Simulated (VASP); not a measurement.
# CaO (I4_1md) in VASP: settings compared, part 2 of 2

VASP 6.6.1.

### 4 Relaxation of cell and atoms, PBEsol+D3(BJ)

Input file INCAR:

```
SYSTEM = CaO
PREC = Accurate
ENCUT = 600
EDIFF = 1E-6
ISMEAR = -1
SIGMA = 0.05
LREAL = .FALSE.
LASPH = .TRUE.
NELM = 100
ALGO = Normal
ISIF = 3
LWAVE = .FALSE.
LCHARG = .FALSE.
GGA = PS
IVDW = 12
IBRION = 2
NSW = 40
EDIFFG = -0.02
```

Input file KPOINTS:

```
regular mesh
0
G
  9 9 9
  0 0 0
```

Input file POSCAR:

```
CaO
1.0
   -1.5529600000      1.5529600000      5.8212800000
    1.5529600000     -1.5529600000      5.8212800000
    1.5529600000      1.5529600000     -5.8212800000
Ca O
2 2
Direct
    0.0423600000      0.0423600000      0.0000000000
    0.7923600000      0.2923600000      0.5000000000
    0.4576400000      0.4576400000      0.0000000000
    0.2076400000      0.7076400000      0.5000000000
```

Potentials or basis: VASP PAW PBE potentials, release 64 (Ca_sv, O).

On the command line:

```bash
$ cat potpaw_PBE.64/Ca_sv/POTCAR potpaw_PBE.64/O/POTCAR > POTCAR
$ mpirun -np 1 vasp_std > vasp.out
```

OUTCAR:

```text
SYSTEM = CaO
   PREC = Accurate
   ENCUT = 600
   EDIFF = 1E-6
   ISMEAR = -1
   LREAL = .FALSE.
   LASPH = .TRUE.
   NELM = 100
   ISIF = 3
   GGA = PS
   IVDW = 12
   IBRION = 2
   NSW = 40
   EDIFFG = -0.02
 IVDW          = 12

 ion  position               nearest neighbor table
   1  0.042  0.042  0.000-   3 2.41   3 2.41   3 2.41   3 2.41   4 2.47   4 2.47
   2  0.792  0.292  0.500-   4 2.41   4 2.41   4 2.41   4 2.41   3 2.47   3 2.47
   3  0.458  0.458  0.000-   1 2.41   1 2.41   1 2.41   1 2.41   2 2.47   2 2.47
   4  0.208  0.708  0.500-   2 2.41   2 2.41   2 2.41   2 2.41   1 2.47   1 2.47

  LATTYP: Found a body centered tetragonal cell.
 ALAT       =     3.1059200000
 C/A-ratio  =     3.7485060787

  Lattice vectors:

 A1 = (  -1.5529600000,   1.5529600000,   5.8212800000)
 A2 = (   1.5529600000,  -1.5529600000,   5.8212800000)
 A3 = (   1.5529600000,   1.5529600000,  -5.8212800000)

Analysis of symmetry for initial positions (statically):
=====================================================================
 Subroutine PRICEL returns:
 Original cell was already a primitive cell.

 Routine SETGRP: Setting up the symmetry group for a
 body centered tetragonal supercell.

 Subroutine GETGRP returns: Found  8 space group operations
 (whereof  4 operations were pure point group operations)
 out of a pool of 16 trial point group operations.

The static configuration has the point symmetry C_2v.
[... 154 lines left out ...]
 maximum number of plane-waves:      1890
 NGX is ok and might be reduce to    50
   NGX = 25   NGY = 25   NGZ = 25

--------------------------------------- Ionic step        1  -------------------------------------------

 number of electron      31.9999997 magnetization

 Free energy of the ion-electron system (eV)
  ---------------------------------------------------
  ext. energy  EPLUGINS =         0.00000000
  ---------------------------------------------------
  free energy    TOTEN  =       -25.64907503 eV

  energy without entropy =      -25.64907503  energy(sigma->0) =      -25.64907503

------------------------ aborting loop because EDIFF is reached ----------------------------------------

 Edisp (eV)   -1.03802

 E8    (eV) :    -0.7068
[... 201 lines left out ...]
--------------------------------------- Ionic step        6  -------------------------------------------

 number of electron      32.0000004 magnetization

 Free energy of the ion-electron system (eV)
  ---------------------------------------------------
  ext. energy  EPLUGINS =         0.00000000
  ---------------------------------------------------
  free energy    TOTEN  =       -25.65794019 eV

  energy without entropy =      -25.65794019  energy(sigma->0) =      -25.65794019

 E-fermi :   3.9273     XC(G=0): -11.0106

 val. band max:        2.8512029167   @ k =  -0.4444  -0.4444   0.4444
 cond. band min:       6.3951937046   @ k =   0.0000   0.0000   0.0000
 fundamental gap:      3.5439907879
 Fermi energy:         3.9272828839

 k-point     1 :       0.0000    0.0000    0.0000
  band No.  band energies     occupation
      1     -34.9847      2.00000
      2     -34.8537      2.00000
      3     -17.0284      2.00000
      4     -15.7514      2.00000
      5     -15.7439      2.00000
      6     -15.7439      2.00000
[... 541 lines left out ...]
     19      10.0395      0.00000
     20      10.1031      0.00000

 [... further k-points ...]

------------------------ aborting loop because EDIFF is reached ----------------------------------------

 Edisp (eV)   -1.11507

 E8    (eV) :    -0.7597
[... 27 lines left out ...]
  FREE ENERGIE OF THE ION-ELECTRON SYSTEM (eV)
  ---------------------------------------------------
  free  energy   TOTEN  =       -26.7730134274 eV

  energy  without entropy=      -26.7730134274  energy(sigma->0) =      -26.77301343

 reached required accuracy - stopping structural energy minimisation
```

OSZICAR:

```text
N       E                     dE             d eps       ncg     rms          rms(c)
DAV:   1     0.337611779049E+03    0.33761E+03   -0.17502E+04  3000   0.178E+03
DAV:   2     0.353469223914E+01   -0.33408E+03   -0.32009E+03  3284   0.473E+02
DAV:   3    -0.280002783487E+02   -0.31535E+02   -0.30958E+02  5088   0.127E+02
[... 51 lines left out ...]
DAV:   1    -0.256580039440E+02   -0.10300E-02   -0.65725E-02  3008   0.238E+00    0.988E-02
DAV:   2    -0.256579869645E+02    0.16979E-04   -0.15892E-03  3556   0.389E-01    0.517E-02
DAV:   3    -0.256579434773E+02    0.43487E-04   -0.13832E-04  5236   0.103E-01    0.141E-02
DAV:   4    -0.256579407686E+02    0.27087E-05   -0.16575E-05  4196   0.316E-02    0.673E-03
DAV:   5    -0.256579401925E+02    0.57612E-06   -0.38002E-06  2920   0.138E-02
   6 F= -.26773013E+02 E0= -.26773013E+02  d E =-.209554E-03
```

CONTCAR:

```text
CaO
   1.00000000000000
    -1.5195890272683783    1.5195890272683783    5.6729191832273935
     1.5195890272683783   -1.5195890272683783    5.6729191832273935
     1.5195890272683783    1.5195890272683783   -5.6729191832273935
  Ca              O
     2     2
Direct
     0.0430122745209616    0.0430122745209616    1.0000000000000000
     0.7930122745209617    0.2930122745209615    0.5000000000000000
     0.4569877254790385    0.4569877254790385    0.0000000000000000
     0.2069877254790384    0.7069877254790383    0.5000000000000000

  0.00000000E+00  0.00000000E+00  0.00000000E+00
  0.00000000E+00  0.00000000E+00  0.00000000E+00
  0.00000000E+00  0.00000000E+00  0.00000000E+00
  0.00000000E+00  0.00000000E+00  0.00000000E+00
```

Wall time 7.8 min (1 thread of Intel Xeon 6975P-C (Granite Rapids), shared host); peak memory 0.44 GiB.

What came out:

```
Free energy                            : -26.7730 eV
Relaxed volume                         : 13.10 Å³/atom
Relaxed cell                           : a = 6.066 Å, b = 6.066 Å, c = 6.066 Å, α = 150.99°, β = 150.99°, γ = 41.50°
Space group after relaxing (to 0.05 Å) : I4_1md (No. 109)
Energy gained by relaxing              : 21.5 meV/atom
Ionic steps                            : 6
Pressure after relaxing                : -0.1 GPa
Largest force after relaxing           : 0.010 eV/Å
Band gap on the k mesh                 : 3.54 eV, indirect (least direct gap 3.64 eV)
Dispersion energy per atom             : -0.279 eV
```

Forces on the atoms (eV/Å):
```
Ca   0.000  0.000  0.010
Ca   0.000  0.000  0.010
O    0.000  0.000 -0.010
O    0.000  0.000 -0.010
```

Stress tensor (GPa, compression positive):
```
-0.16  0.00  0.00
 0.00 -0.16  0.00
 0.00  0.00  0.10
```

Step by step:
| step | energy change (eV) | largest force (eV/Å) | pressure (GPa) | volume (Å³) |
| --- | --- | --- | --- | --- |
| 1 | 0.0000 | 0.0132 | -6.86 | 56.16 |
| 2 | -0.0763 | 0.1061 | 2.42 | 51.41 |
| 3 | -0.0841 | 0.0760 | -0.01 | 52.45 |
| 4 | -0.0854 | 0.0465 | 0.00 | 52.40 |
| 5 | -0.0857 | 0.0237 | 0.06 | 52.36 |
| 6 | -0.0859 | 0.0099 | -0.07 | 52.40 |

Final structure:
```yaml
crystal:
  lattice:
    - [-1.51959, 1.51959, 5.67292]
    - [1.51959, -1.51959, 5.67292]
    - [1.51959, 1.51959, -5.67292]
  atoms:
    - { symbol: Ca, position: [0.04301, 0.04301, 0.00000] }
    - { symbol: Ca, position: [0.79301, 0.29301, 0.50000] }
    - { symbol: O, position: [0.45699, 0.45699, 0.00000] }
    - { symbol: O, position: [0.20699, 0.70699, 0.50000] }
```

Levels at points of the mesh, in eV from the valence-band top:
```tsv
k point	band 12	band 13	band 14	band 15	band 16	band 17	band 18	band 19	band 20
(0.00, 0.00, 0.00)	-0.71	-0.47	-0.47	-0.10	-0.10	3.54	4.12	5.56	6.42
```

Caveat: the PAW data sets were made with another functional, which shifts forces and pressure a little; an odd mesh through Γ misses points on the zone boundary, where band edges often lie.

### 5 Overview

| level | gap on the mesh (eV) | pressure (GPa) | relaxed volume (Å³/atom) | largest force (eV/Å) |
| --- | --- | --- | --- | --- |
| PBEsol | 3.46 | 0.0 | 13.51 | 0.01 |
| PBEsol+D3 | 3.51 | 0.0 | 13.30 | 0.01 |
| PBEsol+D3(BJ) | 3.54 | -0.1 | 13.10 | 0.01 |

Alike in all rows: task relaxation of cell and atoms; potentials or basis VASP PAW PBE potentials, release 64 (Ca_sv, O); no spin polarisation; cell relaxed; k mesh 9 × 9 × 9; cutoff (eV) 600; smearing fermi-dirac 0.05 eV.

Caveats: the PAW data sets were made with another functional, which shifts forces and pressure a little; an odd mesh through Γ misses points on the zone boundary, where band edges often lie.

Total energies depend on the potentials used, so only differences within one code and one set of settings carry meaning.
